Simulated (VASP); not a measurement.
# NiO (Fm-3m) in VASP: notebook, part 2 of 2

VASP 6.6.1. The steps go on from the part before.

**5. Band structure, PBEsol, collinear spin, ferromagnetic start**

INCAR

```
ALGO = Normal
EDIFF = 1E-6
ENCUT = 520
GGA = PS
ISIF = 2
ISMEAR = -1
ISPIN = 2
LASPH = True
LCHARG = False
LMAXMIX = 4
LORBIT = 11
LREAL = False
LWAVE = False
MAGMOM = 1 0
NBANDS = 19
NELM = 150
PREC = Accurate
SIGMA = 0.05
```

KPOINTS

```
k-points
0
Gamma
  11 11 11
```

POSCAR

```
NiO
1.0
    0.0000000000      2.0859016414      2.0859016414
    2.0859016414      0.0000000000      2.0859016414
    2.0859016414      2.0859016414      0.0000000000
Ni O
1 1
Direct
    0.0000000000      0.0000000000      0.0000000000
    0.5000000000      0.5000000000      0.5000000000
```

KPOINTS_OPT

```
path GXWKGLUWLK,UX
15
line-mode
reciprocal
 0.0000000000  0.0000000000  0.0000000000  G
 0.5000000000  0.0000000000  0.5000000000  X

 0.5000000000  0.0000000000  0.5000000000  X
 0.5000000000  0.2500000000  0.7500000000  W

 0.5000000000  0.2500000000  0.7500000000  W
 0.3750000000  0.3750000000  0.7500000000  K

 0.3750000000  0.3750000000  0.7500000000  K
 0.0000000000  0.0000000000  0.0000000000  G

 0.0000000000  0.0000000000  0.0000000000  G
 0.5000000000  0.5000000000  0.5000000000  L

 0.5000000000  0.5000000000  0.5000000000  L
 0.6250000000  0.2500000000  0.6250000000  U

 0.6250000000  0.2500000000  0.6250000000  U
 0.5000000000  0.2500000000  0.7500000000  W

 0.5000000000  0.2500000000  0.7500000000  W
 0.5000000000  0.5000000000  0.5000000000  L

 0.5000000000  0.5000000000  0.5000000000  L
 0.3750000000  0.3750000000  0.7500000000  K

 0.6250000000  0.2500000000  0.6250000000  U
 0.5000000000  0.0000000000  0.5000000000  X
```

Potentials or basis: VASP PAW PBE potentials, release 64 (Ni, O).

Command:

```
> cat potpaw_PBE.64/Ni/POTCAR potpaw_PBE.64/O/POTCAR > POTCAR
> mpirun -np 1 vasp_std > vasp.out
```

It took 32 s on 1 thread of Intel Xeon 6975P-C (Granite Rapids), shared host; peak memory 0.18 GiB.

It converged, with:

- Free energy: -12.3867 eV
- Pressure: -7.6 GPa
- Band gap along the path: none (metal or under the smearing width)
- Net moment: 1.34 μB per cell
- Site moments: Ni +1.12; O +0.19 μB
- Valence electrons inside the program's atomic spheres: Ni 9.04; O 4.93

Levels at the corners of the path, in eV from the Fermi level:
Spin up:
```csv
point,band 7,band 8,band 9,band 10,band 11,band 12
Γ,-2.44,-2.44,-2.44,1.45,17.60,18.81
X,-1.80,-1.38,-1.38,6.09,10.40,12.12
X,-1.80,-1.38,-1.38,6.09,10.40,12.12
W,-1.71,-1.38,-0.93,8.42,10.52,10.52
W,-1.71,-1.38,-0.93,8.42,10.52,10.52
K,-1.51,-1.30,-0.89,7.72,10.18,10.35
K,-1.51,-1.30,-0.89,7.72,10.18,10.35
Γ,-2.44,-2.44,-2.44,1.45,17.60,18.81
Γ,-2.44,-2.44,-2.44,1.45,17.60,18.81
L,-1.21,0.51,0.51,5.43,9.88,13.90
L,-1.21,0.51,0.51,5.43,9.88,13.90
U,-1.51,-1.30,-0.89,7.72,10.18,10.35
U,-1.51,-1.30,-0.89,7.72,10.18,10.35
W,-1.71,-1.38,-0.93,8.42,10.52,10.52
W,-1.71,-1.38,-0.93,8.42,10.52,10.52
L,-1.21,0.51,0.51,5.43,9.88,13.90
L,-1.21,0.51,0.51,5.43,9.88,13.90
K,-1.51,-1.30,-0.89,7.72,10.18,10.35
U,-1.51,-1.30,-0.89,7.72,10.18,10.35
X,-1.80,-1.38,-1.38,6.09,10.40,12.12
```
Spin down:
```
point  band 3  band 4  band 5  band 6  band 7  band 8  band 9  band 10  band 11  band 12
    Γ   -2.78   -2.78   -1.74   -1.74   -1.74   -0.92   -0.92     1.71    17.57    19.01
    X   -4.12   -4.12   -2.77   -0.61   -0.61   -0.49    0.06     6.44    10.67    12.37
    X   -4.12   -4.12   -2.77   -0.61   -0.61   -0.49    0.06     6.44    10.67    12.37
    W   -6.00   -5.45   -1.01   -1.01   -0.61   -0.08    0.68     8.84    10.77    10.77
    W   -6.00   -5.45   -1.01   -1.01   -0.61   -0.08    0.68     8.84    10.77    10.77
    K   -6.05   -4.69   -1.60   -0.75   -0.55    0.19    0.69     8.07    10.46    10.60
    K   -6.05   -4.69   -1.60   -0.75   -0.55    0.19    0.69     8.07    10.46    10.60
    Γ   -2.78   -2.78   -1.74   -1.74   -1.74   -0.92   -0.92     1.71    17.57    19.01
    Γ   -2.78   -2.78   -1.74   -1.74   -1.74   -0.92   -0.92     1.71    17.57    19.01
    L   -5.09   -5.09   -0.85   -0.85   -0.48    1.92    1.92     5.57    10.27    14.12
    L   -5.09   -5.09   -0.85   -0.85   -0.48    1.92    1.92     5.57    10.27    14.12
    U   -6.05   -4.69   -1.60   -0.75   -0.55    0.19    0.69     8.07    10.46    10.60
    U   -6.05   -4.69   -1.60   -0.75   -0.55    0.19    0.69     8.07    10.46    10.60
    W   -6.00   -5.45   -1.01   -1.01   -0.61   -0.08    0.68     8.84    10.77    10.77
    W   -6.00   -5.45   -1.01   -1.01   -0.61   -0.08    0.68     8.84    10.77    10.77
    L   -5.09   -5.09   -0.85   -0.85   -0.48    1.92    1.92     5.57    10.27    14.12
    L   -5.09   -5.09   -0.85   -0.85   -0.48    1.92    1.92     5.57    10.27    14.12
    K   -6.05   -4.69   -1.60   -0.75   -0.55    0.19    0.69     8.07    10.46    10.60
    U   -6.05   -4.69   -1.60   -0.75   -0.55    0.19    0.69     8.07    10.46    10.60
    X   -4.12   -4.12   -2.77   -0.61   -0.61   -0.49    0.06     6.44    10.67    12.37
```

Caveat: the PAW data sets were made with another functional, which shifts forces and pressure a little; a cell with one magnetic atom can't hold antiferromagnetic order, which such compounds often take; semilocal functionals often make such compounds metallic where correlation or magnetic order opens a gap, which also shifts bond lengths.

**6. Band structure, RPBE, collinear spin, ferromagnetic start**

INCAR

```
SYSTEM = NiO
PREC = Accurate ; ENCUT = 520
EDIFF = 1E-6 ; ISMEAR = -1
SIGMA = 0.05 ; LREAL = .FALSE.
LASPH = .TRUE. ; NELM = 100
ALGO = Normal ; ISIF = 2
LWAVE = .FALSE. ; LCHARG = .FALSE.
ISPIN = 2 ; MAGMOM = 1 0
LORBIT = 11 ; LMAXMIX = 4
GGA = RP
```

KPOINTS

```
Automatic mesh
0
G
  11 11 11
  0 0 0
```

POSCAR is that of step 5.

KPOINTS_OPT is that of step 5.

Potentials or basis: VASP PAW PBE potentials, release 64 (Ni, O).

Command:

```
> cat potpaw_PBE.64/Ni/POTCAR potpaw_PBE.64/O/POTCAR > POTCAR
> mpirun -np 1 vasp_std > vasp.out
```

It took 24 s on 1 thread of Intel Xeon 6975P-C (Granite Rapids), shared host; peak memory 0.17 GiB.

Results (log left out):

| Property | Result |
| --- | --- |
| Free energy | -10.5792 eV |
| Pressure | 13.0 GPa |
| Band gap along the path | none (metal or under the smearing width) |
| Net moment | 1.80 μB per cell |
| Site moments | Ni +1.48; O +0.28 μB |
| Valence electrons inside the program's atomic spheres | Ni 8.97; O 5.00 |

Levels at the corners of the path, in eV from the Fermi level:
Spin up:
```tsv
point	band 7	band 8	band 9	band 10	band 11	band 12
Γ	-2.72	-2.72	-2.72	1.59	17.92	18.98
X	-2.34	-1.73	-1.73	6.23	10.68	12.25
X	-2.34	-1.73	-1.73	6.23	10.68	12.25
W	-1.96	-1.73	-1.31	8.58	10.76	10.76
W	-1.96	-1.73	-1.31	8.58	10.76	10.76
K	-1.85	-1.61	-1.23	7.88	10.38	10.61
K	-1.85	-1.61	-1.23	7.88	10.38	10.61
Γ	-2.72	-2.72	-2.72	1.59	17.92	18.98
Γ	-2.72	-2.72	-2.72	1.59	17.92	18.98
L	-1.49	0.24	0.24	5.66	10.08	14.11
L	-1.49	0.24	0.24	5.66	10.08	14.11
U	-1.85	-1.61	-1.23	7.88	10.38	10.61
U	-1.85	-1.61	-1.23	7.88	10.38	10.61
W	-1.96	-1.73	-1.31	8.58	10.76	10.76
W	-1.96	-1.73	-1.31	8.58	10.76	10.76
L	-1.49	0.24	0.24	5.66	10.08	14.11
L	-1.49	0.24	0.24	5.66	10.08	14.11
K	-1.85	-1.61	-1.23	7.88	10.38	10.61
U	-1.85	-1.61	-1.23	7.88	10.38	10.61
X	-2.34	-1.73	-1.73	6.23	10.68	12.25
```
Spin down:
| point | band 4 | band 5 | band 6 | band 7 | band 8 | band 9 | band 10 | band 11 |
| --- | --- | --- | --- | --- | --- | --- | --- | --- |
| Γ | -2.46 | -1.89 | -1.89 | -1.89 | -0.52 | -0.52 | 1.94 | 17.82 |
| X | -3.82 | -2.86 | -0.81 | -0.81 | -0.09 | 0.44 | 6.70 | 11.03 |
| X | -3.82 | -2.86 | -0.81 | -0.81 | -0.09 | 0.44 | 6.70 | 11.03 |
| W | -5.14 | -1.12 | -1.12 | -0.81 | 0.31 | 1.06 | 9.15 | 11.06 |
| W | -5.14 | -1.12 | -1.12 | -0.81 | 0.31 | 1.06 | 9.15 | 11.06 |
| K | -4.37 | -1.68 | -0.94 | -0.71 | 0.57 | 1.08 | 8.35 | 10.70 |
| K | -4.37 | -1.68 | -0.94 | -0.71 | 0.57 | 1.08 | 8.35 | 10.70 |
| Γ | -2.46 | -1.89 | -1.89 | -1.89 | -0.52 | -0.52 | 1.94 | 17.82 |
| Γ | -2.46 | -1.89 | -1.89 | -1.89 | -0.52 | -0.52 | 1.94 | 17.82 |
| L | -4.78 | -0.99 | -0.99 | -0.61 | 2.30 | 2.30 | 5.81 | 10.62 |
| L | -4.78 | -0.99 | -0.99 | -0.61 | 2.30 | 2.30 | 5.81 | 10.62 |
| U | -4.37 | -1.68 | -0.94 | -0.71 | 0.57 | 1.08 | 8.35 | 10.70 |
| U | -4.37 | -1.68 | -0.94 | -0.71 | 0.57 | 1.08 | 8.35 | 10.70 |
| W | -5.14 | -1.12 | -1.12 | -0.81 | 0.31 | 1.06 | 9.15 | 11.06 |
| W | -5.14 | -1.12 | -1.12 | -0.81 | 0.31 | 1.06 | 9.15 | 11.06 |
| L | -4.78 | -0.99 | -0.99 | -0.61 | 2.30 | 2.30 | 5.81 | 10.62 |
| L | -4.78 | -0.99 | -0.99 | -0.61 | 2.30 | 2.30 | 5.81 | 10.62 |
| K | -4.37 | -1.68 | -0.94 | -0.71 | 0.57 | 1.08 | 8.35 | 10.70 |
| U | -4.37 | -1.68 | -0.94 | -0.71 | 0.57 | 1.08 | 8.35 | 10.70 |
| X | -3.82 | -2.86 | -0.81 | -0.81 | -0.09 | 0.44 | 6.70 | 11.03 |

Caveat: the PAW data sets were made with another functional, which shifts forces and pressure a little; a cell with one magnetic atom can't hold antiferromagnetic order, which such compounds often take; semilocal functionals often make such compounds metallic where correlation or magnetic order opens a gap, which also shifts bond lengths.

**7. The runs side by side**

```tsv
level	potentials or basis	pressure (GPa)	moment (μB)
LAK	VASP PAW PBE potentials, release 64 (Ni, O)	12.5	2.00
PBE	VASP PAW PBE potentials, release 64 (Ni, O)	5.1	1.67
LDA	VASP PAW LDA potentials, release 64 (Ni, O)	-	0.24
PBEsol	VASP PAW PBE potentials, release 64 (Ni, O)	-7.6	1.34
RPBE	VASP PAW PBE potentials, release 64 (Ni, O)	13.0	1.80
```

Alike in all rows: task band structure; spin collinear, ferromagnetic start; cell as given; k mesh 11 × 11 × 11; cutoff (eV) 520; smearing fermi-dirac 0.05 eV.

Caveats: a cell with one magnetic atom can't hold antiferromagnetic order, which such compounds often take (some runs); semilocal functionals often make such compounds metallic where correlation or magnetic order opens a gap, which also shifts bond lengths (some runs); the PAW data sets were made with another functional, which shifts forces and pressure a little (some runs).

Total energies depend on the potentials used, so only differences within one code and one set of settings carry meaning.

**8. Against experiment**

Step 3. Against the measured gap of NiO, 4.3 eV (quoted in “Local correlations, non-local screening, multiplets, and band formation in NiO”, 2012, arxiv:1210.6675), the calculated 0.00 eV is off by -4.30 eV. So large a miss can be the level of theory's own, or it may mean another phase, state or a wrong row. The value is that of PBE, without temperature or zero-point motion. Semilocal functionals fall short of measured gaps as a rule. The run's magnetic order (collinear spin, ferromagnetic start) needn't be the measured crystal's.

Step 4. Measured gap of NiO: 4.3 eV (quoted in “Local correlations, non-local screening, multiplets, and band formation in NiO”, 2012, arxiv:1210.6675). This calculation gives 0.00 eV (-4.30 eV). So large a miss can be the level of theory's own, or it may mean another phase, state or a wrong row. The value is that of LDA, without temperature or zero-point motion. Semilocal functionals fall short of measured gaps as a rule. The run's magnetic order (collinear spin, ferromagnetic start) needn't be the measured crystal's.

Step 5. A measured gap of NiO is 4.3 eV (quoted in “Local correlations, non-local screening, multiplets, and band formation in NiO”, 2012, arxiv:1210.6675); the calculated 0.00 eV misses it by -4.30 eV. So large a miss can be the level of theory's own, or it may mean another phase, state or a wrong row. The value is that of PBEsol, without temperature or zero-point motion. Semilocal functionals fall short of measured gaps as a rule. The run's magnetic order (collinear spin, ferromagnetic start) needn't be the measured crystal's.

Step 6. Measured gap of NiO: 4.3 eV (quoted in “Local correlations, non-local screening, multiplets, and band formation in NiO”, 2012, arxiv:1210.6675). This calculation gives 0.00 eV (-4.30 eV). So large a miss can be the level of theory's own, or it may mean another phase, state or a wrong row. The value is that of RPBE, without temperature or zero-point motion. Semilocal functionals fall short of measured gaps as a rule. The run's magnetic order (collinear spin, ferromagnetic start) needn't be the measured crystal's.
